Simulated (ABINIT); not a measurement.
Write the native input for ABINIT 10.8.3 (patched build) that does the following.

| Property | Result |
| --- | --- |
| Task | band structure |
| Functional | LDA |
| Potentials or basis | JTH PAW LDA v2.0 |
| Cutoff | 408 eV |
| k mesh | 9 × 9 × 2 |
| Occupations | fermi-dirac, width 0.05 eV |
| Spin | no spin polarisation |
| Fine-grid cutoff | 816.342 eV |

MoSe2:

```
Mo Se
1.0
     3.28800    0.00000    0.00000
    -1.64400    2.84749    0.00000
     0.00000    0.00000   12.90000
Mo Se
2 4
Cartesian
  1.6440 0.9492 9.6750
  0.0000 1.8983 3.2250
  1.6440 0.9492 4.8375
  0.0000 1.8983 11.2875
  1.6440 0.9492 1.6125
  0.0000 1.8983 8.0625
```

These files were run (other wordings do the same):

run.abi

```
# Datasets: ground state, then fixed potential
ndtset 2

# Pseudopotentials
pp_dirpath "./"
pseudos "Mo.LDA_PW-JTH.xml, Se.LDA_PW-JTH.xml"

# Structure
acell 3.288 3.288 12.9 Angstrom
rprim
     1.0000000000     0.0000000000     0.0000000000
    -0.5000000000     0.8660254038     0.0000000000
     0.0000000000     0.0000000000     1.0000000000
ntypat 2
znucl 42 34
natom 6
typat 1 1 2 2 2 2
xred
     0.6666666667     0.3333333333     0.7500000000
     0.3333333333     0.6666666667     0.2500000000
     0.6666666667     0.3333333333     0.3750000000
     0.3333333333     0.6666666667     0.8750000000
     0.6666666667     0.3333333333     0.1250000000
     0.3333333333     0.6666666667     0.6250000000

# Plane-wave basis
ecut 15.0
pawecutdg 30.0

# Exchange and correlation
ixc 7

# Bands and occupations
occopt 3
tsmear 0.05 eV

# SCF cycle
nstep 100

# Output
iomode 3
prtwf 0
prteig 0
prtebands 0
enunit 1
prtden1 1

# Dataset 1
kptopt1 1
ngkpt1 9 9 2
nshiftk1 1
shiftk1 0.0 0.0 0.0
nband1 32
tolvrs1 1.0e-9

# Dataset 2: bands along G-M-K-G-A-L-H-A
iscf2 -2
getden2 1
nband2 38
nbdbuf2 4
tolwfr2 1.0e-11
kptopt2 -7
ndivsm2 8
prteig2 1
prtvol2 -3
kptbounds2
     0.0000000000     0.0000000000     0.0000000000
     0.5000000000     0.0000000000     0.0000000000
     0.3333333333     0.3333333333     0.0000000000
     0.0000000000     0.0000000000     0.0000000000
     0.0000000000     0.0000000000     0.5000000000
     0.5000000000     0.0000000000     0.5000000000
     0.3333333333     0.3333333333     0.5000000000
     0.0000000000     0.0000000000     0.5000000000
```

Potentials or basis: JTH PAW LDA v2.0.

Launch:

```bash
$ abinit run.abi > log 2>&1
```

It gave:

| Quantity | Value |
| --- | --- |
| Pressure | 0.8 GPa |
| Largest force | 0.614 eV/Å |
| Band gap on the k mesh | 0.87 eV, indirect (least direct gap 1.38 eV) |
| Band gap along the path | 0.79 eV, indirect (least direct gap 1.38 eV) |
| Valence electrons inside the program's atomic spheres | Mo 11.32; Se 4.04, 4.03 |

Caveat: the mesh misses the band edges, which the band path finds closer together; the cell's inner coordinates are idealised or old, which leaves forces on the atoms.

Wall time 8.6 min on 1 thread of Intel(R) Xeon(R) Platinum 8375C CPU @ 2.90GHz (Ice Lake), on a shared host, peak memory 0.4 GiB.
